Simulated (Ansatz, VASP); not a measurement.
# Re in VASP and in Ansatz

INCAR

```
SYSTEM = Re
ALGO = Normal
EDIFF = 1E-6
EDIFFG = -0.005
ENCUT = 600
GGA = PS
IBRION = 2
ISIF = 3
ISMEAR = -1
LASPH = .TRUE.
LCHARG = .FALSE.
LREAL = .FALSE.
LWAVE = .FALSE.
NELM = 80
NSW = 60
PREC = Accurate
SIGMA = 0.1
```

File KPOINTS:

```
k-points
0
G
  15 15 15
  0 0 0
```

File POSCAR:

```
Re
1.0
    2.5050819293      0.0000000000      0.0000000000
    0.0000000000      2.5050819293      0.0000000000
    0.0000000000      0.0000000000      2.5050819293
Re
1
Direct
    0.0000000000      0.0000000000      0.0000000000
```

Input for Ansatz:

```yaml
crystal:
  lattice:
    - [2.5050819293, 0.0, 0.0]
    - [0.0, 2.5050819293, 0.0]
    - [0.0, 0.0, 2.5050819293]
  atoms:
    - { symbol: Re, position: [0.0, 0.0, 0.0] }
kpoints:
  mp_grid: { grid: [15, 15, 15] }
scf:
  occupations: { method: fermi_dirac, width: 0.1 }
hamiltonian:
  xc: pbesol
  pseudopotentials: { kind: paw }
output:
  forces: true
  stress: true
relax:
  f_tol: 0.005
  max_steps: 40
  cell: {}
```

Alike in both runs: task relaxation of cell and atoms; functional PBEsol; k mesh 15 × 15 × 15; occupations fermi-dirac, width 0.1 eV; no spin polarisation.

|  | VASP | Ansatz |
| --- | --- | --- |
| version | VASP 6.6.1 | Ansatz 0.2.0 |
| potentials or method | VASP PAW PBE potentials, release 64 (Re) | PAW with Ansatz's default frozen-core files, scalar-relativistic |
| plane-wave cutoff (eV) | 600 | 420 |
| valence electrons in the cell | 7 | 15 |

Ansatz gave:

| Item | Value |
| --- | --- |
| relaxed volume (Å³/atom) | 16.62 |
| relaxed cell length with the largest relative difference (Å) | 2.552 |
| energy change over the relaxation (meV/atom) | -47 |

**Question.** What did VASP give for the same quantities?

**Answer.** Relaxed volume (Å³/atom): 16.58; relaxed cell length with the largest relative difference (Å): 2.550; energy change over the relaxation (meV/atom): -43.

The two sets of potentials don't hold the same shells in valence.

Caveats: the PAW data sets were made with another functional, which shifts forces and pressure a little (VASP). The runs have no spin-orbit coupling, so splittings on Re are missing.
